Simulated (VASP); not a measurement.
WS2 (Tungstenite) under changes of volume

One of the cells (21.094 Å³/atom); the others are scaled copies at fixed shape and fractional positions:

```
W S
1.0
     3.18828    0.00000    0.00000
    -1.59414    2.76113    0.00000
     0.00000    0.00000   14.37694
W S
2 4
Direct
  0.66667 0.33333 0.75000
  0.33333 0.66667 0.25000
  0.66667 0.33333 0.35927
  0.33333 0.66667 0.85927
  0.66667 0.33333 0.14073
  0.33333 0.66667 0.64073
```

```yaml
Program: VASP 6.6.1
Functional: PBE
Potentials_or_basis: VASP PAW PBE potentials, release 64 (W_sv, S)
Cutoff: 520 eV
k_mesh: 8 × 8 × 4
Occupations: gaussian, width 0.02 eV
Spin: no spin polarisation
```

```csv
volume (Å³/atom),energy over the lowest point (meV/atom),pressure (GPa),gap on the mesh (eV),largest force (eV/Å)
20.250,?,?,?,?
20.672,3.73,2.8,1.77,0.363
21.094,0.00,0.0,1.74,0.000
21.516,3.36,-2.6,1.72,0.336
21.938,13.08,-4.9,1.70,0.647
```

Question: What does the run at 20.250 Å³/atom give?

Answer: Energy over the lowest point 15.35 meV/atom; pressure 6.0 GPa; gap on the mesh 1.79 eV; largest force 0.756 eV/Å.

Worked out: A Birch-Murnaghan fit of order 2 (a polynomial in V^(-2/3)) to the other rows has its minimum at 21.10 Å³/atom with B0 = V·E''(V) = 134 GPa at fixed shape and positions, which overstates the stiffness. It gives 15.25 meV/atom at 20.250 Å³/atom, against the run's 15.35, and -dE/dV = 6.0 GPa, against 6.0. A straight line through the other rows of the gap, of slope -1.16 eV per unit of ln V, extrapolates to 1.79 eV, against the run's 1.79.

Energies are extrapolated to zero smearing.

Caveats: spin-orbit coupling is left out, which moves the levels of the heavy elements; this functional lacks dispersion, which binds the layers, so the pressure and a relaxed spacing across them are unreliable.

A mesh can miss the band edges.
